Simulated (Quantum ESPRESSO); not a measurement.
A calculation with Quantum ESPRESSO 7.5 of Nb (native input, structure typed inline):

Contents of pw.in:

```
&CONTROL
  calculation = 'scf'
  prefix = 'pwscf'
  outdir = './tmp'
  pseudo_dir = './pseudo'
  tprnfor = .true.
  tstress = .true.
  disk_io = 'low'
/
&SYSTEM
  ibrav = 0
  nat = 1
  ntyp = 1
  ecutwfc = 45
  ecutrho = 360
  nbnd = 12
  occupations = 'smearing'
  smearing = 'fd'
  degauss = 0.00367493
/
&ELECTRONS
  conv_thr = 2d-10
  electron_maxstep = 120
  mixing_beta = 0.5
/
ATOMIC_SPECIES
Nb    92.9064 nb_pbesol_v1.uspp.F.UPF
CELL_PARAMETERS angstrom
   0.0000000000    2.1150000000    2.1150000000
   2.1150000000    0.0000000000    2.1150000000
   2.1150000000    2.1150000000    0.0000000000
ATOMIC_POSITIONS crystal
Nb     0.0000000000    0.0000000000    0.0000000000
K_POINTS automatic
11 11 11 0 0 0
```

File pp_density.in:

```
&INPUTPP
  prefix = 'pwscf'
  outdir = './tmp'
  filplot = 'density.dat'
  plot_num = 0
/
&PLOT
  nfile = 1
  filepp(1) = 'density.dat'
  iflag = 3
  output_format = 6
  fileout = 'density.cube'
/
```

The input pp_potential.in:

```
&INPUTPP
  prefix = 'pwscf'
  outdir = './tmp'
  filplot = 'potential.dat'
  plot_num = 11
/
&PLOT
  nfile = 1
  filepp(1) = 'potential.dat'
  iflag = 3
  output_format = 6
  fileout = 'potential.cube'
/
```

Potentials or basis: GBRV 1.5 PBEsol.

Run with:

```sh
$ OMP_NUM_THREADS=1 mpirun -n 2 pw.x -nk 2 -in pw.in > pw.out
$ OMP_NUM_THREADS=1 mpirun -n 1 pp.x -in pp_density.in > pp_density.out
$ OMP_NUM_THREADS=1 mpirun -n 1 pp.x -in pp_potential.in > pp_potential.out
```

This isn't the form of Nb at room conditions, which is bcc.

Question: Write the same calculation in another form: ASE script, structure typed inline.

Answer: As run:

File run.py:

```python
import numpy as np
from ase.calculators.espresso import Espresso, EspressoProfile
from ase import Atoms

atoms = Atoms(['Nb'],
              cell=[[0.0, 2.115, 2.115], [2.115, 0.0, 2.115], [2.115, 2.115, 0.0]],
              scaled_positions=[[0.0, 0.0, 0.0]],
              pbc=True)

input_data = {
    'control': {'calculation': 'scf', 'prefix': 'pwscf', 'outdir': './tmp', 'tprnfor': True, 'tstress': True, 'disk_io': 'nowf'},
    'system': {'ecutwfc': 45.0, 'ecutrho': 360.0, 'nbnd': 12, 'occupations': 'smearing', 'smearing': 'fd', 'degauss': 0.00367493},
    'electrons': {'conv_thr': 2e-10, 'electron_maxstep': 120, 'mixing_beta': 0.5},
}
pseudopotentials = {'Nb': 'nb_pbesol_v1.uspp.F.UPF'}
profile = EspressoProfile(command='mpirun -n 2 pw.x -nk 2', pseudo_dir='pseudo')
dft = Espresso(profile=profile, input_data=input_data, pseudopotentials=pseudopotentials, kpts=(11, 11, 11), koffset=(0, 0, 0))
atoms.calc = dft

print(f'energy {atoms.get_potential_energy():.8f} eV')
print('forces (eV/A)')
print(np.round(atoms.get_forces(), 6))
print('stress (eV/A^3, Voigt)')
print(np.round(atoms.get_stress(), 8))
print(f'Fermi level {dft.get_fermi_level():.4f} eV')
```

Potentials or basis: GBRV 1.5 PBEsol.

The run is started by

```bash
$ OMP_NUM_THREADS=1 python run.py
```

Both were run:

|  | native input, structure typed inline | ASE script, structure typed inline |
| --- | --- | --- |
| Pressure | -7.9 GPa | -7.9 GPa |
| Band gap on the k mesh | none (metal or under the smearing width) | none (metal or under the smearing width) |

Keys that steer only the numerical path or the files written may differ.
